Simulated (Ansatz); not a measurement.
**Sr started in the widest void in rocksalt SrO, 65 atoms, charge −1**

These are results of DFT, PBEsol, PAW, plane waves in Ansatz, not measurements.

Command:

```sh
ansatz run in.yaml --threads 8 --pin off --max-ram 118750MiB --runs-dir r --events-out ev --progress --plain --backend cuda --devices 0,
```

The input less its lattice and atoms (starting moments on atoms near the defect: 1 μB in all):

```yaml
crystal:
  symmetry: { detect: false }
kpoints:
  mp_grid: { grid: [1, 1, 1], shift: [0.25, 0.25, 0.25] }
hamiltonian:
  xc: pbesol
total_charge: -1
magnetization:
  spin_polarized: true
scf:
  occupations: { method: fermi_dirac, width: 0.01 }
relax:
  f_tol: 0.03
  max_steps: 80
  escape_saddle: false
  adjacent_minimum: "off"
output:
  forces: true
  eigenvalues: true
  populations: true
  charged_corrections: { epsilon: 14.5 }
```

Start:

```xyz
65
Lattice="10.2455 0.0000 0.0000 0.0000 10.2455 0.0000 0.0000 0.0000 10.2455" Properties=species:S:1:pos:R:3 pbc="T T T"
O     2.5664    0.0031    0.0278
O     2.5679   10.2193    5.1380
O     2.5734    5.0620    0.0301
O     2.5751    5.1410    5.0906
O     7.6848    0.0248    0.0221
O     7.6771   10.2356    5.1063
O     7.6798    5.1321   10.2367
O     7.6802    5.1175    5.1232
O     0.0150    2.5408    0.0208
O     0.0047    2.5619    5.1342
O     0.0290    7.6654    0.0209
O     0.0105    7.6884    5.1002
O     5.0885    2.5457   10.2300
O     5.1159    2.5340    5.0672
O     5.1813    7.7056   10.2338
O     5.1133    7.6786    5.1107
O     0.0094   10.2277    2.5184
O    10.2263   10.2249    7.7155
O     0.0109    5.1259    2.5482
O     0.0147    5.1153    7.6957
O     5.1440   10.2071    2.5716
O     5.1041   10.1990    7.6860
O     5.1018    5.1627    2.5774
O     5.1457    5.1479    7.6507
O     2.6007    2.5543    2.5632
O     2.5390    2.5164    7.6661
O     2.5697    7.6750    2.6020
O     2.5214    7.6827    7.6869
O     7.7030    2.5568    2.5505
O     7.6867    2.5141    7.6936
O     7.7198    7.6818    2.5566
O     7.6965    7.7071    7.7151
Sr    0.0242   10.2121   10.2352
Sr   10.2292    0.0192    5.0793
Sr    0.0132    5.1421    0.0016
Sr    0.0373    5.1344    5.1131
Sr    5.1392    0.0004   10.2275
Sr    5.1107    0.0205    5.1234
Sr    5.1132    5.1305   10.2102
Sr    5.1553    5.1111    5.1221
Sr    2.5631    2.5396    0.0141
Sr    2.5673    2.5723    5.0971
Sr    2.5743    7.6897   10.2266
Sr    2.5839    7.6925    5.1291
Sr    7.6747    2.5689    0.0481
Sr    7.6632    2.5761    5.1570
Sr    7.6572    7.6741   10.2418
Sr    7.7136    7.6870    5.1626
Sr    2.5440    0.0186    2.5540
Sr    2.5271   10.2453    7.7302
Sr    2.5324    5.1174    2.5640
Sr    2.5760    5.1705    7.6929
Sr    7.6585    0.0046    2.5274
Sr    7.6641    0.0241    7.6727
Sr    7.6666    5.1108    2.5587
Sr    7.6610    5.1192    7.6992
Sr    0.0133    2.5741    2.5540
Sr    0.0270    2.5732    7.6895
Sr    0.0377    7.6938    2.5402
Sr    0.0199    7.7303    7.6888
Sr    5.1353    2.5717    2.5581
Sr    5.1323    2.5509    7.7054
Sr    5.1074    7.6817    2.5649
Sr    5.1104    7.6721    7.6946
Sr    3.8428    3.8387    3.8411
```

Steps:

| step | energy less the first (eV) | largest force component (eV/Å) |
| --- | --- | --- |
| start | 0.000 | 6.198 |
| 1 | -5.012 | 2.439 |
| 2 | -6.965 | 0.814 |
| 3 | -7.423 | 0.187 |
| 4 | -7.435 | 0.088 |
| 5 | -7.442 | 0.046 |
| 6 | -7.444 | 0.025 |

A structure on the way, about -6.97 eV from the start:

```xyz
65
Lattice="10.2455 0.0000 0.0000 0.0000 10.2455 0.0000 0.0000 0.0000 10.2455" Properties=species:S:1:pos:R:3 pbc="T T T"
O     2.5618    0.0069    0.0136
O     2.5216   10.2257    5.1550
O     2.5251    5.1478   10.2130
O     2.5377    5.1991    5.1490
O     7.6638    0.0157    0.0278
O     7.6783    0.0108    5.1266
O     7.6670    5.1170    0.0177
O     7.7195    5.1635    5.1747
O     0.0265    2.5686    0.0273
O    10.2261    2.5087    5.1755
O     0.0330    7.6693    0.0186
O     0.0070    7.6703    5.1218
O     5.1637    2.5162   10.2102
O     5.1542    2.4860    5.1406
O     5.1386    7.6700    0.0039
O     5.1594    7.7042    5.1573
O     0.0241    0.0144    2.5660
O     0.0136   10.2374    7.6892
O    10.2175    5.1582    2.5087
O     0.0248    5.1057    7.6655
O     5.1761   10.2150    2.5255
O     5.1218    0.0097    7.6737
O     5.1509    5.1971    2.5333
O     5.1803    5.1712    7.7173
O     2.5502    2.4889    2.5337
O     2.4994    2.4987    7.7086
O     2.5271    7.7095    2.5353
O     2.5562    7.6572    7.6838
O     7.7195    2.5227    2.4928
O     7.6543    2.5547    7.6546
O     7.6794    7.6653    2.5601
O     7.6830    7.6760    7.6744
Sr   10.2436    0.0082    0.0137
Sr   10.1771   10.1761    5.1045
Sr   10.1814    5.1204   10.1690
Sr    0.0308    5.1152    5.1099
Sr    5.1044   10.1768   10.1815
Sr    5.1195    0.0068    5.1148
Sr    5.1073    5.1146    0.0283
Sr    5.3519    5.3369    5.3403
Sr    2.5803    2.5692    0.0278
Sr    2.3543    2.3458    5.3365
Sr    2.5864    7.7532   10.1879
Sr    2.5675    7.6869    5.1165
Sr    7.7710    2.5713   10.1662
Sr    7.6659    2.5703    5.1012
Sr    7.6701    7.6713    0.0002
Sr    7.7530    7.7564    5.1005
Sr    2.5750    0.0072    2.5509
Sr    2.5790   10.1789    7.7412
Sr    2.3412    5.3363    2.3477
Sr    2.5735    5.1187    7.6541
Sr    7.7473   10.1714    2.5801
Sr    7.6891    0.0160    7.6868
Sr    7.6661    5.1236    2.5764
Sr    7.7585    5.1071    7.7668
Sr    0.0226    2.5742    2.5675
Sr   10.1745    2.5734    7.7631
Sr   10.1828    7.7534    2.5776
Sr    0.0140    7.6849    7.6814
Sr    5.3362    2.3358    2.3584
Sr    5.0994    2.5663    7.6654
Sr    5.1143    7.6788    2.5699
Sr    5.1104    7.7551    7.7412
Sr    3.8492    3.8550    3.8414
```

End:

```xyz
65
Lattice="10.2455 0.0000 0.0000 0.0000 10.2455 0.0000 0.0000 0.0000 10.2455" Properties=species:S:1:pos:R:3 pbc="T T T"
O     2.5695   10.2417   10.2420
O     2.5205   10.1852    5.1549
O     2.5208    5.1540   10.1864
O     2.5668    5.1957    5.2010
O     7.6879   10.2447    0.0005
O     7.6821    0.0007    5.1167
O     7.6805    5.1148    0.0037
O     7.7471    5.1615    5.1636
O     0.0067    2.5677    0.0055
O    10.1898    2.5150    5.1681
O     0.0031    7.6835   10.2451
O     0.0056    7.6780    5.1177
O     5.1674    2.5225   10.1884
O     5.1254    2.4875    5.1912
O     5.1250    7.6873   10.2382
O     5.1666    7.7374    5.1564
O     0.0059    0.0047    2.5688
O     0.0035   10.2434    7.6849
O    10.1882    5.1661    2.5164
O     0.0059    5.1154    7.6794
O     5.1667   10.1875    2.5235
O     5.1245   10.2383    7.6871
O     5.1195    5.1970    2.4894
O     5.1664    5.1551    7.7411
O     2.5600    2.4805    2.4841
O     2.5229    2.5294    7.7467
O     2.5237    7.7458    2.5295
O     2.5694    7.6862    7.6878
O     7.7493    2.5207    2.5222
O     7.6825    2.5683    7.6799
O     7.6825    7.6785    2.5691
O     7.6900    7.6831    7.6846
Sr    0.0078    0.0044    0.0062
Sr   10.1982   10.1975    5.1275
Sr   10.1969    5.1267   10.1990
Sr    0.0280    5.1108    5.1117
Sr    5.1321   10.1970   10.1979
Sr    5.1218   10.2452    5.1236
Sr    5.1212    5.1235    0.0026
Sr    5.3823    5.3891    5.3947
Sr    2.5703    2.5593    0.0035
Sr    2.3115    2.2825    5.4050
Sr    2.5600    7.7333   10.1980
Sr    2.5690    7.6818    5.1245
Sr    7.7386    2.5561   10.2000
Sr    7.6675    2.5672    5.1133
Sr    7.6838    7.6785    0.0061
Sr    7.7373    7.7281    5.1269
Sr    2.5692    0.0010    2.5610
Sr    2.5598   10.1961    7.7337
Sr    2.3101    5.4027    2.2821
Sr    2.5670    5.1243    7.6851
Sr    7.7381   10.1982    2.5577
Sr    7.6839    0.0043    7.6797
Sr    7.6665    5.1120    2.5706
Sr    7.7381    5.1261    7.7310
Sr    0.0304    2.5724    2.5737
Sr   10.1981    2.5564    7.7323
Sr   10.1993    7.7308    2.5584
Sr    0.0085    7.6777    7.6790
Sr    5.3856    2.2882    2.2893
Sr    5.1207    2.5595    7.6827
Sr    5.1215    7.6824    2.5601
Sr    5.1310    7.7301    7.7304
Sr    3.8339    3.8386    3.8387
```

The calculation finished and met its thresholds.

Time: 13 s of wall time on one NVIDIA GB300 with 8 processor threads, on a host shared with other runs; peak host memory 2 GiB.

**Question.** How much energy did the relaxation gain, and which atom moved most?

**Answer.** 7.44 eV in 6 steps, from a start with small random displacements (neighbours that lie too close to an added atom are first pushed off); atom 42 (Sr) moved 0.49 Å, the median atom 0.06 Å (drift of the whole cell removed).

The moment started at 1 μB and ended at 1.0 μB; no other spin state is shown. The program warned that the state may not be the lowest. The one k point has no symmetry partners, which can distort the end along one axis.
